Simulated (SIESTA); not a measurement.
Crystal: HfO2.

```
Hf O
1.0
     0.00000    2.55750    2.55750
     2.55750    0.00000    2.55750
     2.55750    2.55750    0.00000
Hf O
1 2
Direct
  0.00000 0.00000 0.00000
  0.75000 0.75000 0.75000
  0.25000 0.25000 0.25000
```

Measurements of this composition are mostly on another form, of space group No. 14.

Base run:

| Property | Result |
| --- | --- |
| Program | SIESTA 5.4.2 |
| Functional | PBE |
| Potentials or basis | PseudoDojo 0.4 standard (PBE files) |
| Basis | DZP (energy shift 0.003 Ry; two zetas on semicore shells) |
| Grid cutoff | 800 Ry |
| Energy shift | 0.003 Ry |
| k mesh | 9 × 9 × 9 |
| Occupations | fermi-dirac, width 0.05 eV |
| Spin | no spin polarisation |

Its results: band gap on the k mesh 3.70 eV, indirect (least direct gap 3.83 eV); pressure 0.2 GPa.

Q: The run is repeated on the same cell with these changes: functional from PBE to PBEsol; potentials or basis from PseudoDojo 0.4 standard (PBE files) to PseudoDojo 0.4 standard (PBEsol files). What comes out?

A: Band gap on the k mesh 3.61 eV, indirect (least direct gap 3.73 eV); pressure -8.1 GPa.

Caveats: short orbitals over semicore shells can move pressures by several GPa; spin-orbit coupling is left out, which moves the levels of the heavy elements; the basis of atomic orbitals isn't converged, which shifts pressures, moduli and gaps; the basis holds too few empty states to meet the f-sum rule, so the spectrum is short of weight at high energy (some runs); an odd mesh through Γ misses points on the zone boundary, where band edges often lie (some runs).
